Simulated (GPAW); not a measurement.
# Ni (Fm-3m) in GPAW: single point with PBE

Aim: the single point of Ni with PBE.

Program: GPAW 26.7.0. These are calculated values, not measurements. Logs are shortened: lines on timing, memory, paths and dates and some standing lists are left out, and cuts for length are marked. The log counts tension as positive stress, the text compression.

## 1. Starting point

The structure is cubic, space group Fm-3m (No. 225). The conventional cell has a = 3.475 Å, b = 3.475 Å, c = 3.475 Å, α = 90.00°, β = 90.00°, γ = 90.00°. Around Ni (site symmetry m-3m) lie 12 Ni at 2.46 Å.

## 2. Single point, PBE, collinear spin, ferromagnetic start

The input, run.py:

```python
from ase.dft.bandgap import bandgap
from ase.io import read, write
from ase.units import GPa
from gpaw import GPAW, PW

atoms = read('Ni.cif')
atoms.set_initial_magnetic_moments([1.0, 1.0, 1.0, 1.0])

calc = GPAW(mode=PW(600),
            xc='PBE',
            kpts={'size': (12, 12, 12), 'gamma': True},
            occupations={'name': 'fermi-dirac', 'width': 0.05},
            nbands=54,
            convergence={'density': 1e-05, 'energy': 1e-05},
            maxiter=75,
            txt='gpaw.txt')
atoms.calc = calc
energy = atoms.get_potential_energy()
forces = atoms.get_forces()
stress = atoms.get_stress()
calc.write('gs.gpw')
write('result.traj', atoms)
print(f'Energy: {energy:.6f} eV')
print('Forces (eV/A):')
print(forces.round(4))
print('Stress (GPa):', (stress / GPa).round(3))
print('Moments:', calc.get_magnetic_moments().round(3))
print('Fermi level:', round(calc.get_fermi_level(), 4), 'eV')
print(f'Gap: {bandgap(calc)[0]:.4f} eV, direct: {bandgap(calc, direct=True)[0]:.4f} eV')
```

The input, Ni.cif:

```cif
data_Ni
_cell_length_a 3.47514587
_cell_length_b 3.47514587
_cell_length_c 3.47514587
_cell_angle_alpha 90.00000000
_cell_angle_beta 90.00000000
_cell_angle_gamma 90.00000000
_space_group_name_H-M_alt 'Fm-3m'
_space_group_name_Hall '-F 4 2 3'
_space_group_IT_number 225
loop_
_space_group_symop_operation_xyz
'x,y,z'
'-x,-y,-z'
'-y,x,z'
'y,-x,-z'
'-x,-y,z'
'x,y,-z'
'y,-x,z'
'-y,x,-z'
'x,-y,-z'
'-x,y,z'
'-y,-x,-z'
'y,x,z'
'-x,y,-z'
'x,-y,z'
'y,x,-z'
'-y,-x,z'
'z,x,y'
'-z,-x,-y'
'z,-y,x'
'-z,y,-x'
'z,-x,-y'
'-z,x,y'
'z,y,-x'
'-z,-y,x'
'-z,x,-y'
'z,-x,y'
'-z,-y,-x'
'z,y,x'
'-z,-x,y'
'z,x,-y'
'-z,y,x'
'z,-y,-x'
'y,z,x'
'-y,-z,-x'
'x,z,-y'
'-x,-z,y'
'-y,z,-x'
'y,-z,x'
'-x,z,y'
'x,-z,-y'
'-y,-z,x'
'y,z,-x'
'-x,-z,-y'
'x,z,y'
'y,-z,-x'
'-y,z,x'
'x,-z,y'
'-x,z,-y'
'x,y+1/2,z+1/2'
'-x,-y+1/2,-z+1/2'
'-y,x+1/2,z+1/2'
[... 62 lines left out ...]
'-z+1/2,-x,-y+1/2'
'z+1/2,-y,x+1/2'
'-z+1/2,y,-x+1/2'
'z+1/2,-x,-y+1/2'
'-z+1/2,x,y+1/2'
'z+1/2,y,-x+1/2'
'-z+1/2,-y,x+1/2'
'-z+1/2,x,-y+1/2'
'z+1/2,-x,y+1/2'
'-z+1/2,-y,-x+1/2'
'z+1/2,y,x+1/2'
'-z+1/2,-x,y+1/2'
'z+1/2,x,-y+1/2'
'-z+1/2,y,x+1/2'
'z+1/2,-y,-x+1/2'
'y+1/2,z,x+1/2'
'-y+1/2,-z,-x+1/2'
'x+1/2,z,-y+1/2'
'-x+1/2,-z,y+1/2'
'-y+1/2,z,-x+1/2'
'y+1/2,-z,x+1/2'
'-x+1/2,z,y+1/2'
'x+1/2,-z,-y+1/2'
'-y+1/2,-z,x+1/2'
'y+1/2,z,-x+1/2'
'-x+1/2,-z,-y+1/2'
'x+1/2,z,y+1/2'
'y+1/2,-z,-x+1/2'
'-y+1/2,z,x+1/2'
'x+1/2,-z,y+1/2'
'-x+1/2,z,-y+1/2'
'x+1/2,y+1/2,z'
'-x+1/2,-y+1/2,-z'
'-y+1/2,x+1/2,z'
'y+1/2,-x+1/2,-z'
'-x+1/2,-y+1/2,z'
'x+1/2,y+1/2,-z'
'y+1/2,-x+1/2,z'
'-y+1/2,x+1/2,-z'
'x+1/2,-y+1/2,-z'
'-x+1/2,y+1/2,z'
'-y+1/2,-x+1/2,-z'
'y+1/2,x+1/2,z'
'-x+1/2,y+1/2,-z'
'x+1/2,-y+1/2,z'
'y+1/2,x+1/2,-z'
'-y+1/2,-x+1/2,z'
'z+1/2,x+1/2,y'
'-z+1/2,-x+1/2,-y'
'z+1/2,-y+1/2,x'
'-z+1/2,y+1/2,-x'
'z+1/2,-x+1/2,-y'
'-z+1/2,x+1/2,y'
'z+1/2,y+1/2,-x'
'-z+1/2,-y+1/2,x'
'-z+1/2,x+1/2,-y'
'z+1/2,-x+1/2,y'
'-z+1/2,-y+1/2,-x'
'z+1/2,y+1/2,x'
'-z+1/2,-x+1/2,y'
'z+1/2,x+1/2,-y'
'-z+1/2,y+1/2,x'
'z+1/2,-y+1/2,-x'
'y+1/2,z+1/2,x'
'-y+1/2,-z+1/2,-x'
'x+1/2,z+1/2,-y'
'-x+1/2,-z+1/2,y'
'-y+1/2,z+1/2,-x'
'y+1/2,-z+1/2,x'
'-x+1/2,z+1/2,y'
'x+1/2,-z+1/2,-y'
'-y+1/2,-z+1/2,x'
'y+1/2,z+1/2,-x'
'-x+1/2,-z+1/2,-y'
'x+1/2,z+1/2,y'
'y+1/2,-z+1/2,-x'
'-y+1/2,z+1/2,x'
'x+1/2,-z+1/2,y'
'-x+1/2,z+1/2,-y'
loop_
_atom_site_label
_atom_site_type_symbol
_atom_site_symmetry_multiplicity
_atom_site_Wyckoff_symbol
_atom_site_fract_x
_atom_site_fract_y
_atom_site_fract_z
_atom_site_occupancy
Ni1 Ni 4 a 0.0000000000 0.0000000000 0.0000000000 1
```

Potentials or basis: GPAW PAW data sets (gpaw-data 1.2.1), pw.

Started as:

```sh
$ OMP_NUM_THREADS=1 python run.py
```

gpaw.txt:

```text
__  _  _
 | _ |_)|_||  |
 |__||  | ||/\| - 26.7.0

Input parameters:
  mode=PW(ecut=600.0),
  convergence={'density': 1e-05, 'energy': 1e-05},
  kpts=MonkhorstPack(size=(12, 12, 12), gamma=True),
  maxiter=75,
  nbands=54,
  occupations=Occupations(name='fermi-dirac', width=0.05),
  xc=XC(name='PBE')

Diagonalizing LCAO Hamiltonian
Converting LCAO to pw mode
   .--------.
  /|        |
 * |        |
 |Ni        |
 | .-Ni-----.
 |/   Ni   /
 Ni-------*

Atoms  # Å, Bohr magnetons
|   | symbol |        x |        y |        z |    initial magnetic moments |
|---|--------|----------|----------|----------|-----------------------------|
| 0 |     Ni | 0.000000 | 0.000000 | 0.000000 | ( 0.0000,  0.0000,  1.0000) |
| 1 |     Ni | 0.000000 | 1.737573 | 1.737573 | ( 0.0000,  0.0000,  1.0000) |
| 2 |     Ni | 1.737573 | 0.000000 | 1.737573 | ( 0.0000,  0.0000,  1.0000) |
| 3 |     Ni | 1.737573 | 1.737573 | 0.000000 | ( 0.0000,  0.0000,  1.0000) |

Unit cell  # Å
| periodic |        x |        y |        z |  lengths |    angles |
|----------|----------|----------|----------|----------|-----------|
|      yes | 3.475146 | 0.000000 | 0.000000 | 3.475146 | 90.000000 |
|      yes | 0.000000 | 3.475146 | 0.000000 | 3.475146 | 90.000000 |
|      yes | 0.000000 | 0.000000 | 3.475146 | 3.475146 | 90.000000 |

Number of symmetries: 48
Symmetry operations  # r_c * U_cc + t_c -> r_c
|    | kind |            matrix            |
|----|------|------------------------------|
|  0 |  E   |  1, 0, 0,  0, 1, 0,  0, 0, 1 |
|  1 |  σ   |  1, 0, 0,  0, 1, 0,  0, 0,-1 |
|  2 |  σ   |  1, 0, 0,  0, 0, 1,  0, 1, 0 |
|  3 |  C4  |  1, 0, 0,  0, 0, 1,  0,-1, 0 |
|  4 |  C4  |  1, 0, 0,  0, 0,-1,  0, 1, 0 |
|  5 |  σ   |  1, 0, 0,  0, 0,-1,  0,-1, 0 |
|  6 |  σ   |  1, 0, 0,  0,-1, 0,  0, 0, 1 |
|  7 |  C2  |  1, 0, 0,  0,-1, 0,  0, 0,-1 |
|  8 |  σ   |  0, 1, 0,  1, 0, 0,  0, 0, 1 |
|  9 |  C2  |  0, 1, 0,  1, 0, 0,  0, 0,-1 |
| 10 |  C3  |  0, 1, 0,  0, 0, 1,  1, 0, 0 |
| 11 |  S6  |  0, 1, 0,  0, 0, 1, -1, 0, 0 |
| 12 |  S6  |  0, 1, 0,  0, 0,-1,  1, 0, 0 |
| 13 |  C3  |  0, 1, 0,  0, 0,-1, -1, 0, 0 |
| 14 |  C4  |  0, 1, 0, -1, 0, 0,  0, 0, 1 |
| 15 |  S4  |  0, 1, 0, -1, 0, 0,  0, 0,-1 |
| 16 |  C3  |  0, 0, 1,  1, 0, 0,  0, 1, 0 |
| 17 |  S6  |  0, 0, 1,  1, 0, 0,  0,-1, 0 |
| 18 |  σ   |  0, 0, 1,  0, 1, 0,  1, 0, 0 |
| 19 |  C4  |  0, 0, 1,  0, 1, 0, -1, 0, 0 |
| 20 |  C2  |  0, 0, 1,  0,-1, 0,  1, 0, 0 |
| 21 |  S4  |  0, 0, 1,  0,-1, 0, -1, 0, 0 |
| 22 |  S6  |  0, 0, 1, -1, 0, 0,  0, 1, 0 |
| 23 |  C3  |  0, 0, 1, -1, 0, 0,  0,-1, 0 |
| 24 |  S6  |  0, 0,-1,  1, 0, 0,  0, 1, 0 |
| 25 |  C3  |  0, 0,-1,  1, 0, 0,  0,-1, 0 |
| 26 |  C4  |  0, 0,-1,  0, 1, 0,  1, 0, 0 |
| 27 |  σ   |  0, 0,-1,  0, 1, 0, -1, 0, 0 |
| 28 |  S4  |  0, 0,-1,  0,-1, 0,  1, 0, 0 |
| 29 |  C2  |  0, 0,-1,  0,-1, 0, -1, 0, 0 |
| 30 |  C3  |  0, 0,-1, -1, 0, 0,  0, 1, 0 |
| 31 |  S6  |  0, 0,-1, -1, 0, 0,  0,-1, 0 |
| 32 |  C4  |  0,-1, 0,  1, 0, 0,  0, 0, 1 |
| 33 |  S4  |  0,-1, 0,  1, 0, 0,  0, 0,-1 |
| 34 |  S6  |  0,-1, 0,  0, 0, 1,  1, 0, 0 |
| 35 |  C3  |  0,-1, 0,  0, 0, 1, -1, 0, 0 |
| 36 |  C3  |  0,-1, 0,  0, 0,-1,  1, 0, 0 |
| 37 |  S6  |  0,-1, 0,  0, 0,-1, -1, 0, 0 |
| 38 |  σ   |  0,-1, 0, -1, 0, 0,  0, 0, 1 |
| 39 |  C2  |  0,-1, 0, -1, 0, 0,  0, 0,-1 |
| 40 |  σ   | -1, 0, 0,  0, 1, 0,  0, 0, 1 |
| 41 |  C2  | -1, 0, 0,  0, 1, 0,  0, 0,-1 |
| 42 |  C2  | -1, 0, 0,  0, 0, 1,  0, 1, 0 |
| 43 |  S4  | -1, 0, 0,  0, 0, 1,  0,-1, 0 |
| 44 |  S4  | -1, 0, 0,  0, 0,-1,  0, 1, 0 |
| 45 |  C2  | -1, 0, 0,  0, 0,-1,  0,-1, 0 |
| 46 |  C2  | -1, 0, 0,  0,-1, 0,  0, 0, 1 |
| 47 |  i   | -1, 0, 0,  0,-1, 0,  0, 0,-1 |

BZ-sampling:
  Number of BZ points: 1728
  Number of IBZ points: 84

  Monkhorst-Pack size: [12, 12, 12]
  Monkhorst-Pack shift: [0.041666666666666664, 0.041666666666666664, 0.041666666666666664]

K-points  # in reciprocal-cell coordinates
|     |                                coordinates |     weight |
|-----|--------------------------------------------|------------|
|   0 | ( -0.00000000,  -0.00000000,  -0.00000000) | 0.00057870 |
|   1 | (  0.08333333,  -0.00000000,  -0.00000000) | 0.00347222 |
|   2 | (  0.08333333,   0.08333333,  -0.00000000) | 0.00694444 |
|   3 | (  0.08333333,   0.08333333,   0.08333333) | 0.00462963 |
|   4 | (  0.16666667,  -0.00000000,  -0.00000000) | 0.00347222 |
|   5 | (  0.16666667,   0.08333333,  -0.00000000) | 0.01388889 |
|   6 | (  0.16666667,   0.08333333,   0.08333333) | 0.01388889 |
|   7 | (  0.16666667,   0.16666667,  -0.00000000) | 0.00694444 |
|   8 | (  0.16666667,   0.16666667,   0.08333333) | 0.01388889 |
|   9 | (  0.16666667,   0.16666667,   0.16666667) | 0.00462963 |
| ... |                                            |            |
|  83 | (  0.50000000,   0.50000000,   0.50000000) | 0.00057870 |

Plane wave coefficients: 1420
Cutoff: 600.0 eV

Spin-components: 2 (collinear spins)
Bands:           54
Projectors:      24
Spin-degeneracy: 1
Datatype:        complex128

Parallelization:
  kpt:    1
  domain: 1
  band:   1

Density:
  Valence electrons: 64.0
  Components: 2
  Grid points: [20 20 20]
  Charge: 0.0  # |e|

Potential:
  Grid points: [20 20 20]

species:
  Ni:
    name:    Nickel
    Z:       28.0
    valence: 16
    core:    12
    charge:  0.0  # [|e|]
    compensation charges:
      type: gauss
      rc: 0.36  # [Å]
      lmax: 2
    cutoffs:
      filter: 2.14  # [Å]
      core: 1.98  # [Å]
    projectors
    | kind |    occ | energy [eV] | rcut [Å] |
    |------|--------|-------------|----------|
    |   4s |  2.000 |      -5.642 |    1.164 |
    |   3p |  6.000 |     -71.394 |    1.207 |
    |   4p |  0.000 |      -1.226 |    1.207 |
    |   3d |  8.000 |      -8.875 |    1.138 |
    |    s |        |      21.570 |    1.164 |
    |    d |        |      18.337 |    1.138 |

    Using partial waves for Ni as LCAO basis

Reference energy: -165471.993789  # eV

eigensolver:
  PPCG
  Converge bands: occupied
  niter=2

density mixing:
  MSR1-Mixer
  Pratt-step length: 0.05
  Maximum mixing coefficient: 0.75
  Old densities: 10
  SVD Regularization: 0.005
  Good broyden scale: 1.0
  Trust region scale: 1.0
  Backstep threshold: 4.0
  History deletion threshold: 6.0
  Fourier metric: weight=20.0, sigma=0.015

occupation numbers:
  Fermi-Dirac:
    width: 0.0500  # eV

poisson solver:
  ecut: 4800.0  # eV

xc functional:
  name: PBE with 2 nearest neighbor stencil

convergence criteria:
- Maximum integral of absolute [dens]ity change: 1e-05 electrons / valence electron
- Maximum [total energy] change in last 3 cyles: 1e-05 eV / valence electron
- Maximum integral of absolute [eigenst]ate change: 4e-08 eV^2 / valence electron
maximum number of iterations: 75

SCF iterations
|iter     | |      energy | eigst |  dens |  magmom |
|---------|-|-------------|-------|-------|---------|
|iter:   1| |  -28.445506 | +0.55 |       |  +4.0035|
|iter:   2| |  -28.626026 | -1.25 | -1.44 |  +3.9431|
|iter:   3| |  -28.793351 | -2.57 | -1.53 |  +3.6969|
|iter:   4| |  -29.044246 | -2.37 | -1.60 |  +3.1147|
|iter:   5| |  -29.095640 | -2.57 | -1.86 |  +2.6645|
|iter:   6| |  -29.094196 | -4.77 | -2.23 |  +2.6443|
|iter:   7| |  -29.088956 | -4.99 | -2.28 |  +2.5970|
|iter:   8| |  -29.086382 | -4.60 | -2.52 |  +2.5740|
|iter:   9| |  -29.086405 | -6.07 | -3.34 |  +2.5857|
|iter:  10| |  -29.086425c| -6.87 | -3.73 |  +2.5951|
|iter:  11| |  -29.086427c| -8.26c| -4.45 |  +2.5954|
|iter:  12| |  -29.086428c| -7.95c| -4.92 |  +2.5958|
|iter:  13| |  -29.086427c| -8.89c| -5.51c|  +2.5958|

Converged in 13 steps
Energy contributions relative to reference atoms: (reference = -165471.993789)

Energy contributions:
  Kinetic:          32.224610
  Coulomb:         -23.387910
  Zero:              0.324065
  External:          0.000000
  Xc:              -38.220734
  Entropy:          -0.052917
  Spinorbit:         0.000000
  ----------------------------
  Free energy:     -29.112886
  Extrapolated:    -29.086427

dipole moment: (-14.256323, -14.256323, -14.256323)  # |e|*Ang

Total magnetic moment: (0.000000, 0.000000, 2.595792)

Local magnetic moments
|        x |        y |        z |
|----------|----------|----------|
| 0.000000 | 0.000000 | 0.684599 |  # Ni   0
| 0.000000 | 0.000000 | 0.684598 |  # Ni   1
| 0.000000 | 0.000000 | 0.684598 |  # Ni   2
| 0.000000 | 0.000000 | 0.684598 |  # Ni   3

Fermi level: 9.070
Eigenvalues  # (at kpt = [-0.000, -0.000, -0.000])
| band index |      eig [eV] | occ [0-1] |      eig [eV] | occ [0-1] |
|------------|---------------|-----------|---------------|-----------|
|          0 |       -55.221 |     1.000 |       -54.382 |     1.000 |
|        ... |               |           |               |           |
|         21 |         6.455 |     1.000 |         7.240 |     1.000 |
|         22 |         7.724 |     1.000 |         8.343 |     1.000 |
|         23 |         7.724 |     1.000 |         8.343 |     1.000 |
|         24 |         8.500 |     1.000 |         9.151 |     0.165 |
|         25 |         8.500 |     1.000 |         9.151 |     0.165 |
|         26 |         8.500 |     1.000 |         9.151 |     0.165 |
|         27 |         8.596 |     1.000 |         9.511 |     0.000 |
|         28 |         8.596 |     1.000 |         9.511 |     0.000 |
|         29 |         8.596 |     1.000 |         9.511 |     0.000 |
|         30 |         8.596 |     1.000 |         9.511 |     0.000 |
|         31 |         8.596 |     1.000 |         9.511 |     0.000 |
|         32 |         8.596 |     1.000 |         9.511 |     0.000 |
|         33 |        11.322 |     0.000 |        11.284 |     0.000 |
|         34 |        11.322 |     0.000 |        11.284 |     0.000 |
|         35 |        11.322 |     0.000 |        11.284 |     0.000 |
|        ... |               |           |               |           |
|         53 |        36.933 |     0.000 |        36.918 |     0.000 |

No gap
No difference between direct/indirect transitions

Forces  # eV/Ang
|        x |        y |       z |
|----------|----------|---------|
|  0.00000 |  0.00000 | 0.00000 |  # Ni   0
|  0.00000 |  0.00000 | 0.00000 |  # Ni   1
|  0.00000 | -0.00000 | 0.00000 |  # Ni   2
| -0.00000 |  0.00000 | 0.00000 |  # Ni   3

Stress tensor  # eV/Ang^3
|         x |         y |         z |
|-----------|-----------|-----------|
| -0.067133 | -0.000000 |  0.000000 |
| -0.000000 | -0.067133 |  0.000000 |
|  0.000000 |  0.000000 | -0.067133 |

# Writing to gs.gpw (mode='')
```

Run time: 2.5 min. Hardware: 1 thread of Intel Xeon Platinum 8488C (Sapphire Rapids), shared host; peak memory 0.38 GiB.

Results:

```yaml
Free_energy: -29.1129 eV
Pressure: 10.8 GPa
Band_gap_on_the_k_mesh: none (metal or under the smearing width)
Net_moment: 2.60 μB per cell
Site_moments: Ni +0.68 μB
```

Caveat: the stock nickel data set gives pressures a few GPa off other programs.
